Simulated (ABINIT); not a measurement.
# Quasiparticle gap of BaS (Fm-3m) in ABINIT

How does a plane-wave GW calculation on BaS (Fm-3m) run from the first input to the gap?

Calculated with ABINIT 10.8.3; PBE and many-body steps on it, plane waves.

## 1. The starting structure

The structure is cubic, space group Fm-3m (No. 225). Conventional cell: a = 6.387 Å, b = 6.387 Å, c = 6.387 Å, α = 90.00°, β = 90.00°, γ = 90.00°. Nearest to Ba lie 6 S at 3.19 Å. Nearest to S lie 6 Ba at 3.19 Å. Farther neighbours and most contacts between anions are not listed.

The cell and positions come from the Crystallography Open Database and are kept as given unless a step says otherwise.

## 2. Ground state

This step: ABINIT 10.8.3; DFT, PBE with spin-orbit coupling, plane waves, norm-conserving pseudopotentials.

The ground-state density comes first.

The input, run.abi:

```
acell 3*1.0 Angstrom
rprim 
  -0.000000000000 3.193750000000 3.193750000000
  3.193750000000 -0.000000000000 3.193750000000
  3.193750000000 3.193750000000 -0.000000000000
ntypat 2
znucl 56 16
natom 2
typat 1 2
xred 
  0.000000000000 0.000000000000 0.000000000000
  0.500000000000 0.500000000000 0.500000000000
pp_dirpath "pseudos"
pseudos "Ba.upf, S.upf"
ecut 20
nspinor 2
ngkpt 4 4 4
nshiftk 1
shiftk 0 0 0
kptopt 1
chksymbreak 0
nband 26
occopt 1
tolvrs 1e-10
nstep 60
prtwf 0
optforces 0
optstress 0
indata_prefix "in"
outdata_prefix "out"
tmpdata_prefix "tmp"
```

Run with:

```console
> OMP_NUM_THREADS=1 mpirun -n 4 abinit run.abi > log
```

Numbers of over 12 decimals in the logs are rounded to 6 here.

The program printed:

```text
.Version 10.8.3 of ABINIT. v10.8.2 released Aug 2026.

 Symmetries : space group Fm -3 m (#225); Bravais cF (face-center cubic)
================================================================================
 Values of the parameters that define the memory need of the present run
     intxc =       0    ionmov =       0      iscf =       7    lmnmax =      18
     lnmax =      18     mgfft =      36  mpssoang =       5    mqgrid =    3001
     natom =       2  nloc_mem =       1    nspden =       1   nspinor =       2
    nsppol =       1      nsym =      48    n1xccc =    2501    ntypat =       2
    occopt =       1   xclevel =       2
-    mband =          26        mffmem =           1         mkmem =           2
       mpw =        1893          nfft =       46656          nkpt =           8
================================================================================
  Rough estimation (10% accuracy) of disk space for files :
================================================================================

--------------------------------------------------------------------------------
------------- Echo of variables that govern the present computation ------------
--------------------------------------------------------------------------------
 -outvars: echo values of preprocessed input variables --------
            acell      1.8897261259E+00  1.8897261259E+00  1.8897261259E+00 Bohr

      chksymbreak           0
             ecut      2.00000000E+01 Hartree
-          fftalg         312

              ixc     -101130
              kpt      0.00000000E+00  0.00000000E+00  0.00000000E+00
                       2.50000000E-01  0.00000000E+00  0.00000000E+00
                       5.00000000E-01  0.00000000E+00  0.00000000E+00
                       2.50000000E-01  2.50000000E-01  0.00000000E+00
                       5.00000000E-01  2.50000000E-01  0.00000000E+00
                      -2.50000000E-01  2.50000000E-01  0.00000000E+00
                       5.00000000E-01  5.00000000E-01  0.00000000E+00
                      -2.50000000E-01  5.00000000E-01  2.50000000E-01
         kptrlatt        4    0    0      0    4    0      0    0    4
          kptrlen      3.41408849E+01
P           mkmem           2
            natom           2
            nband          26
            ngfft          36      36      36
             nkpt           8
          nspinor           2
            nstep          60
             nsym          48
           ntypat           2
              occ      1.000000  1.000000  1.000000  1.000000  1.000000  1.000000
                       1.000000  1.000000  1.000000  1.000000  1.000000  1.000000
                       1.000000  1.000000  1.000000  1.000000  0.000000  0.000000
                       0.000000  0.000000  0.000000  0.000000  0.000000  0.000000
                       0.000000  0.000000
        optforces           0
        optstress           0
            prtwf           0
            rprim     -0.0000000000E+00  3.1937500000E+00  3.1937500000E+00
                       3.1937500000E+00 -0.0000000000E+00  3.1937500000E+00
                       3.1937500000E+00  3.1937500000E+00 -0.0000000000E+00
          spgroup         225

           tolvrs      1.00000000E-10

             xred      0.0000000000E+00  0.0000000000E+00  0.0000000000E+00
                       5.0000000000E-01  5.0000000000E-01  5.0000000000E-01
            znucl       56.00000   16.00000

================================================================================

 chkinp: Checking input parameters for consistency.

================================================================================
== DATASET  1 ==================================================================
-   mpi_nproc: 4, omp_nthreads: 1 (-1 if OMP is not activated)

--- !DatasetInfo
iteration_state: {dtset: 1, }
dimensions: {natom: 2, nkpt: 8, mband: 26, nsppol: 1, nspinor: 2, nspden: 1, mpw: 1893, }
cutoff_energies: {ecut:  20.0, pawecutdg:  -1.0, }
electrons: {nelect:   1.60000000E+01, charge:   0.00000000E+00, occopt:   1.00000000E+00, tsmear:   1.00000000E-02, }

 Real(R)+Recip(G) space primitive vectors, cartesian coordinates (Bohr,Bohr^-1):
 R(1)=  0.0000000  6.0353128  6.0353128  G(1)= -0.0828457  0.0828457  0.0828457
 R(2)=  6.0353128  0.0000000  6.0353128  G(2)=  0.0828457 -0.0828457  0.0828457
 R(3)=  6.0353128  6.0353128  0.0000000  G(3)=  0.0828457  0.0828457 -0.0828457
 Unit cell volume ucvol=  4.3967255E+02 bohr^3
 Angles (23,13,12)=  6.00000000E+01  6.00000000E+01  6.00000000E+01 degrees

 getcut: wavevector=  0.0000  0.0000  0.0000  ngfft=  36  36  36
         ecut(hartree)=     20.000   => boxcut(ratio)=   2.09511

--- Pseudopotential description ------------------------------------------------
- Ba Generated using ONCVPSP code by D. R. Hamann
- 56.00000  10.00000  180419                  znucl, zion, pspdat
12 -101130 2 -1 1958                          pspcod,pspxc,lmax,lloc,mmax
     nproj     2     4     4     0
     spin-orbit psp
        nprojso     4     4     0
  pspatm : epsatm=   26.75230557
         --- l  ekb(1:nproj) -->
             0    0.672617    6.665807
             1    4.978102    0.415169    0.012799    0.000491
             2    2.533363    0.416634    0.001442    0.000020
  spin-orbit 1   -0.421689    0.288442    0.063418   -0.006729
  spin-orbit 2    0.049983   -0.043624    0.011004   -0.000570
 pspatm: atomic psp has been read  and splines computed

- S Generated using ONCVPSP code by D. R. Hamann
- 16.00000   6.00000  180416                  znucl, zion, pspdat
12 -101130 2 -1 1146                          pspcod,pspxc,lmax,lloc,mmax
     nproj     2     3     2     0
     spin-orbit psp
        nprojso     3     3     0
  pspatm : epsatm=    9.02154350
         --- l  ekb(1:nproj) -->
             0    0.574336    6.763597
             1    3.228904    0.888476    0.000329
             2   -3.547470   -0.986489
  spin-orbit 1    0.096764   -0.027776    0.009511
  spin-orbit 2    0.001615    0.000361   -0.000189
 pspatm: atomic psp has been read  and splines computed

   5.72381585E+02                                ecore*ucvol(ha*bohr**3)
--------------------------------------------------------------------------------

_setup2: Arith. and geom. avg. npw (full set) are    1879.078    1879.063

================================================================================

--- !BeginCycle
iteration_state: {dtset: 1, }
solver: {iscf: 7, nstep: 60, nline: 4, wfoptalg: 0, }
tolerances: {tolvrs: 1.00E-10, }

     iter   Etot(hartree)      deltaE(h)  residm     vres2
 ETOT  1  -39.257793234557    -3.926E+01 2.345E-02 1.167E+02
 ETOT  2  -39.289866810571    -3.207E-02 6.790E-03 2.017E+01
 ETOT  3  -39.295417748086    -5.551E-03 3.492E-04 1.354E-01
 ETOT  4  -39.295438209119    -2.046E-05 1.129E-04 4.065E-03
 ETOT  5  -39.295438754065    -5.449E-07 2.946E-04 5.077E-04
 ETOT  6  -39.295438791489    -3.742E-08 1.192E-04 6.153E-06
 ETOT  7  -39.295438791819    -3.304E-10 2.742E-04 9.857E-08
 ETOT  8  -39.295438791827    -7.304E-12 9.424E-05 2.369E-09
 ETOT  9  -39.295438791828    -1.279E-12 1.916E-04 8.997E-12

 At SCF step    9       vres2   =  9.00E-12 < tolvrs=  1.00E-10 =>converged.

--- !ResultsGS
iteration_state: {dtset: 1, }
comment   : Summary of ground state results
lattice_vectors:
- [ -0.0000000,   6.0353128,   6.0353128, ]
- [  6.0353128,  -0.0000000,   6.0353128, ]
- [  6.0353128,   6.0353128,  -0.0000000, ]
lattice_lengths: [   8.53522,    8.53522,    8.53522, ]
lattice_angles: [ 60.000,  60.000,  60.000, ] # degrees, (23, 13, 12)
lattice_volume:   4.3967255E+02
convergence: {deltae: -1.279E-12, res2:  8.997E-12, residm:  1.916E-04, diffor:  0.000E+00, }
etotal    :  -3.92954388E+01
entropy   :   0.00000000E+00
fermie    :   1.37231938E-01
cartesian_stress_tensor: null
pressure_GPa: null
xred      :
- [  0.0000E+00,   0.0000E+00,   0.0000E+00, Ba]
- [  5.0000E-01,   5.0000E-01,   5.0000E-01,  S]
cartesian_forces: null
force_length_stats: {min: null, max: null, mean: null, }

 Integrated electronic density in atomic spheres:
 ------------------------------------------------
 Atom  Sphere_radius  Integrated_density
    1        2.00000          5.25479628
    2        2.00000          3.90761601
================================================================================

 ----iterations are completed or convergence reached----

 Mean square residual over all n,k,spin=   19.848E-07; max=  19.158E-05
 reduced coordinates (array xred) for    2 atoms
       0.000000000000      0.000000000000      0.000000000000
       0.500000000000      0.500000000000      0.500000000000
 rms dE/dt=  0.0000E+00; max dE/dt=  0.0000E+00; dE/dt below (all hartree)
    1       0.000000000000      0.000000000000      0.000000000000
    2       0.000000000000      0.000000000000      0.000000000000

 cartesian coordinates (angstrom) at end:
    1      0.000000     0.000000     0.000000
    2      3.193750     3.193750     3.193750
 length scales=  1.889726125908  1.889726125908  1.889726125908 bohr
              =  1.000000000000  1.000000000000  1.000000000000 angstroms
 prteigrs : about to open file out_EIG
 Fermi (or HOMO) energy (hartree) =   0.13723   Average Vxc (hartree)=  -0.32348
 Eigenvalues (hartree) for nkpt=   8  k points:
 kpt#   1, nband= 26, wtk=  0.01563, kpt=  0.0000  0.0000  0.0000 (reduced coord)
  -0.82059   -0.82059   -0.32453   -0.32453   -0.24891   -0.24891   -0.24891   -0.24891
  -0.24414   -0.24414    0.13205    0.13205    0.13723    0.13723    0.13723    0.13723
   0.26878    0.26878    0.27804    0.27804    0.27804    0.27804    0.28050    0.28050
   0.31310    0.31310
 prteigrs : prtvol=0 or 1, do not print more k-points.

--- !EnergyTerms
iteration_state     : {dtset: 1, }
comment             : Components of total free energy in Hartree
kinetic             :  1.04193456669838E+01
hartree             :  4.60122959703772E+00
xc                  : -9.91311513117937E+00
Ewald energy        : -3.12456541786108E+01
psp_core            :  1.30183607770304E+00
local_psp           : -1.94027040986247E+01
non_local_psp       :  4.94362327486246E+00
total_energy        : -3.92954387918279E+01
total_energy_eV     : -1.06928336266973E+03
band_energy         : -3.15729147681360E+00

== END DATASET(S) ==============================================================
================================================================================

 -outvars: echo values of variables after computation  --------
           etotal     -3.9295438792E+01
            nband          26
             nkpt           8
          spgroup         225
 [... the other variables as echoed above ...]

 Calculation completed.
```

It took 11 s on 4 MPI ranks of Intel Xeon Platinum 8488C (Sapphire Rapids), shared host; peak memory 0.32 GiB.

Numbers from this step:

```
total energy               : -1069.2834 eV
gap                        : 2.095 eV
k of the valence top       : 0, 0, 0
k of the conduction bottom : 0.5, 0.5, 0
least direct gap           : 2.184 eV
```

The gap is indirect, with the least direct gap 0.09 eV higher.

## 3. Bands along the symmetry lines

The cheap functional maps the bands first; the places of the edges decide which points the dearer methods must see.

The input, run.abi:

```
acell 3*1.0 Angstrom
rprim 
  -0.000000000000 3.193750000000 3.193750000000
  3.193750000000 -0.000000000000 3.193750000000
  3.193750000000 3.193750000000 -0.000000000000
ntypat 2
znucl 56 16
natom 2
typat 1 2
xred 
  0.000000000000 0.000000000000 0.000000000000
  0.500000000000 0.500000000000 0.500000000000
pp_dirpath "pseudos"
pseudos "Ba.upf, S.upf"
ecut 20
nspinor 2
iscf -2
irdden 1
kptopt 0
nkpt 26
kpt 
  0.00000000 0.00000000 0.00000000
  0.12500000 0.00000000 0.12500000
  0.25000000 0.00000000 0.25000000
  0.37500000 0.00000000 0.37500000
  0.50000000 0.00000000 0.50000000
  0.53125000 0.06250000 0.53125000
  0.56250000 0.12500000 0.56250000
  0.59375000 0.18750000 0.59375000
  0.62500000 0.25000000 0.62500000
  0.37500000 0.37500000 0.75000000
  0.28125000 0.28125000 0.56250000
  0.18750000 0.18750000 0.37500000
  0.09375000 0.09375000 0.18750000
  0.00000000 0.00000000 0.00000000
  0.12500000 0.12500000 0.12500000
  0.25000000 0.25000000 0.25000000
  0.37500000 0.37500000 0.37500000
  0.50000000 0.50000000 0.50000000
  0.50000000 0.43750000 0.56250000
  0.50000000 0.37500000 0.62500000
  0.50000000 0.31250000 0.68750000
  0.50000000 0.25000000 0.75000000
  0.50000000 0.18750000 0.68750000
  0.50000000 0.12500000 0.62500000
  0.50000000 0.06250000 0.56250000
  0.50000000 0.00000000 0.50000000
istwfk *1
nband 32
nbdbuf 6
tolwfr 1e-08
nstep 40
prtwf 0
prtvol 0
indata_prefix "in"
outdata_prefix "out"
tmpdata_prefix "tmp"
```

The program printed:

```text
.Version 10.8.3 of ABINIT. v10.8.2 released Aug 2026.

 Symmetries : space group Fm -3 m (#225); Bravais cF (face-center cubic)
[... echo of the input left out ...]
== DATASET  1 ==================================================================
-   mpi_nproc: 4, omp_nthreads: 1 (-1 if OMP is not activated)

--- !DatasetInfo
iteration_state: {dtset: 1, }
dimensions: {natom: 2, nkpt: 26, mband: 32, nsppol: 1, nspinor: 2, nspden: 1, mpw: 1893, }
cutoff_energies: {ecut:  20.0, pawecutdg:  -1.0, }
electrons: {nelect:   1.60000000E+01, charge:   0.00000000E+00, occopt:   1.00000000E+00, tsmear:   1.00000000E-02, }

 Real(R)+Recip(G) space primitive vectors, cartesian coordinates (Bohr,Bohr^-1):
 R(1)=  0.0000000  6.0353128  6.0353128  G(1)= -0.0828457  0.0828457  0.0828457
 R(2)=  6.0353128  0.0000000  6.0353128  G(2)=  0.0828457 -0.0828457  0.0828457
 R(3)=  6.0353128  6.0353128  0.0000000  G(3)=  0.0828457  0.0828457 -0.0828457
 Unit cell volume ucvol=  4.3967255E+02 bohr^3
 Angles (23,13,12)=  6.00000000E+01  6.00000000E+01  6.00000000E+01 degrees

 getcut: wavevector=  0.0000  0.0000  0.0000  ngfft=  36  36  36
         ecut(hartree)=     20.000   => boxcut(ratio)=   2.09511

--- Pseudopotential description ------------------------------------------------
- Ba Generated using ONCVPSP code by D. R. Hamann
- 56.00000  10.00000  180419                  znucl, zion, pspdat
12 -101130 2 -1 1958                          pspcod,pspxc,lmax,lloc,mmax
     nproj     2     4     4     0
     spin-orbit psp
        nprojso     4     4     0
  pspatm : epsatm=   26.75230557
         --- l  ekb(1:nproj) -->
             0    0.672617    6.665807
             1    4.978102    0.415169    0.012799    0.000491
             2    2.533363    0.416634    0.001442    0.000020
  spin-orbit 1   -0.421689    0.288442    0.063418   -0.006729
  spin-orbit 2    0.049983   -0.043624    0.011004   -0.000570
 pspatm: atomic psp has been read  and splines computed

- S Generated using ONCVPSP code by D. R. Hamann
- 16.00000   6.00000  180416                  znucl, zion, pspdat
12 -101130 2 -1 1146                          pspcod,pspxc,lmax,lloc,mmax
     nproj     2     3     2     0
     spin-orbit psp
        nprojso     3     3     0
  pspatm : epsatm=    9.02154350
         --- l  ekb(1:nproj) -->
             0    0.574336    6.763597
             1    3.228904    0.888476    0.000329
             2   -3.547470   -0.986489
  spin-orbit 1    0.096764   -0.027776    0.009511
  spin-orbit 2    0.001615    0.000361   -0.000189
 pspatm: atomic psp has been read  and splines computed

--------------------------------------------------------------------------------

================================================================================
 prteigrs : about to open file out_EIG
 Non-SCF case, kpt    1 (  0.00000  0.00000  0.00000), residuals and eigenvalues=
[...]
6.1770E-01  6.1945E-01
 Non-SCF case, kpt    3 (  0.25000  0.00000  0.25000), residuals and eigenvalues=
[...]
5.5264E-01  5.5574E-01
[...]
Non-SCF case, kpt   25 (  0.50000  0.06250  0.56250), residuals and eigenvalues=
[...]
5.7706E-01  5.8188E-01
 Non-SCF case, kpt   26 (  0.50000  0.00000  0.50000), residuals and eigenvalues=
[...]
3.5477E-01  3.5477E-01  3.5801E-01  3.5801E-01  4.1013E-01  4.1013E-01
  4.1425E-01  4.1425E-01  4.1798E-01  4.1798E-01  4.4776E-01  4.4776E-01
  5.8154E-01  5.8728E-01

--- !ResultsGS
iteration_state: {dtset: 1, }
comment   : Summary of ground state results
lattice_vectors:
- [ -0.0000000,   6.0353128,   6.0353128, ]
- [  6.0353128,  -0.0000000,   6.0353128, ]
- [  6.0353128,   6.0353128,  -0.0000000, ]
lattice_lengths: [   8.53522,    8.53522,    8.53522, ]
lattice_angles: [ 60.000,  60.000,  60.000, ] # degrees, (23, 13, 12)
lattice_volume:   4.3967255E+02
convergence: {deltae:  0.000E+00, res2:  0.000E+00, residm:  9.883E-09, diffor:  0.000E+00, }
etotal    :  -3.92954388E+01
entropy   :   0.00000000E+00
fermie    :   1.37231938E-01
cartesian_stress_tensor: null
pressure_GPa: null
xred      :
- [  0.0000E+00,   0.0000E+00,   0.0000E+00, Ba]
- [  5.0000E-01,   5.0000E-01,   5.0000E-01,  S]
cartesian_forces: null
force_length_stats: {min: null, max: null, mean: null, }

 Integrated electronic density in atomic spheres:
 ------------------------------------------------
 Atom  Sphere_radius  Integrated_density
    1        2.00000          5.25479628
    2        2.00000          3.90761601
================================================================================

 ----iterations are completed or convergence reached----

 Mean square residual over all n,k,spin=   46.060E-10; max=  98.826E-10
 reduced coordinates (array xred) for    2 atoms
       0.000000000000      0.000000000000      0.000000000000
       0.500000000000      0.500000000000      0.500000000000

 cartesian coordinates (angstrom) at end:
    1      0.000000     0.000000     0.000000
    2      3.193750     3.193750     3.193750
 length scales=  1.889726125908  1.889726125908  1.889726125908 bohr
              =  1.000000000000  1.000000000000  1.000000000000 angstroms
 prteigrs : about to open file out_EIG
 Eigenvalues (hartree) for nkpt=  26  k points:
 kpt#   1, nband= 32, wtk=  1.00000, kpt=  0.0000  0.0000  0.0000 (reduced coord)
[...]
kpt#   2, nband= 32, wtk=  1.00000, kpt=  0.1250  0.0000  0.1250 (reduced coord)
[...]
kpt#   3, nband= 32, wtk=  1.00000, kpt=  0.2500  0.0000  0.2500 (reduced coord)
[...]
kpt#  25, nband= 32, wtk=  1.00000, kpt=  0.5000  0.0625  0.5625 (reduced coord)
[...]
kpt#  26, nband= 32, wtk=  1.00000, kpt=  0.5000  0.0000  0.5000 (reduced coord)
[...]
0.21421    0.21421    0.35477    0.35477    0.35801    0.35801    0.41013    0.41013
   0.41425    0.41425    0.41798    0.41798    0.44776    0.44776    0.58154    0.58728

== END DATASET(S) ==============================================================
================================================================================

 -outvars: echo values of variables after computation  --------
            nband          32
             nkpt          26
          spgroup         225
 [... the other variables as echoed above ...]

 Calculation completed.
```

Run time: 19 s. Hardware: 4 MPI ranks; peak memory 0.33 GiB; 76 s of CPU time.

This step gave:

```yaml
gap: 2.095 eV
k_of_the_valence_top: 0, 0, 0
k_of_the_conduction_bottom: 0.5, 0, 0.5
least_direct_gap: 2.184 eV
```

The gap is 2.095 eV, as in the run before at this level.

Electronic bands along the path, in eV, zero at the top of the highest filled band; v1 is the highest filled band, c1 the lowest empty one:

```tsv
point	v4	v3	v2	v1	c1	c2	c3	c4
Γ	0.00	0.00	0.00	0.00	3.58	3.58	3.83	3.83
halfway	-0.27	-0.27	-0.14	-0.14	2.78	2.78	4.68	4.68
X	-0.23	-0.23	-0.09	-0.09	2.09	2.09	5.92	5.92
halfway	-0.43	-0.43	-0.28	-0.28	2.43	2.43	6.28	6.28
U	-0.64	-0.64	-0.54	-0.54	3.27	3.27	5.92	5.92
jump to K	-0.64	-0.64	-0.54	-0.54	3.27	3.27	5.92	5.92
halfway	-0.91	-0.91	-0.36	-0.36	4.04	4.04	4.69	4.69
Γ	0.00	0.00	0.00	0.00	3.58	3.58	3.83	3.83
halfway	-0.68	-0.68	-0.63	-0.63	4.07	4.07	4.72	4.72
L	-1.12	-1.12	-1.09	-1.09	5.53	5.53	5.61	5.61
halfway	-0.89	-0.89	-0.80	-0.80	4.65	4.65	4.84	4.84
W	-0.58	-0.58	-0.44	-0.44	4.23	4.23	4.27	4.27
halfway	-0.55	-0.55	-0.31	-0.31	2.74	2.74	6.08	6.08
X	-0.23	-0.23	-0.09	-0.09	2.09	2.09	5.92	5.92
```

(Continued in part 2 of 2.)

[Paths, hosts, dates, memory and timing lines, banners, echoed tables and standing remarks are left out of the program output.]

[Logs are printed without paths, hosts, clocks, repeated set-up lines and the standing remarks that a program may print on its own settings, such as how far it seeks lower states.]

[Runs of the session that timed out or met a known fault of the program may be left out.]

[Hosts, paths, dates, database ids (printed as entryN), source tags and the programs' standing remarks are cut or masked in the printed files.]

[G0W0 gaps are taken among the corrected bands and points alone; a level outside them can change the order at an edge.]

[Where Ansatz stands beside ABINIT at settings called matched, ABINIT's density can come from a denser mesh and the files from another edition; pairs whose starting gaps differed by over 0.03 eV were left out, so agreement reads better than it is.]
